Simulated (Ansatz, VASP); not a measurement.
One calculation of Ag, two programs

```
Ag
1.0
    -1.68005    1.68005    1.68005
     1.68005   -1.68005    1.68005
     1.68005    1.68005   -1.68005
Ag
1
Direct
  0.00000 0.00000 0.00000
```

Alike in both runs: task single point; functional PBE; k mesh 18 × 18 × 18; occupations gaussian, width 0.1 eV; no spin polarisation.

```csv
,VASP,Ansatz
version,VASP 6.6.1,Ansatz 0.2.0
potentials or method,"VASP PAW PBE potentials, release 64 (Ag)","scalar-relativistic, plane waves, PAW"
plane-wave cutoff (eV),520,420
valence electrons in the cell,11,19
```

```tsv
	VASP	Ansatz	Ansatz less VASP
gap on the k mesh at the Fermi level (eV)	none	none	-
pressure (GPa)	-4.0	-3.9	+0.07
```

A gap of «none» marks a metal or a gap that the smearing closes. The two sets of potentials don't hold the same shells in valence.
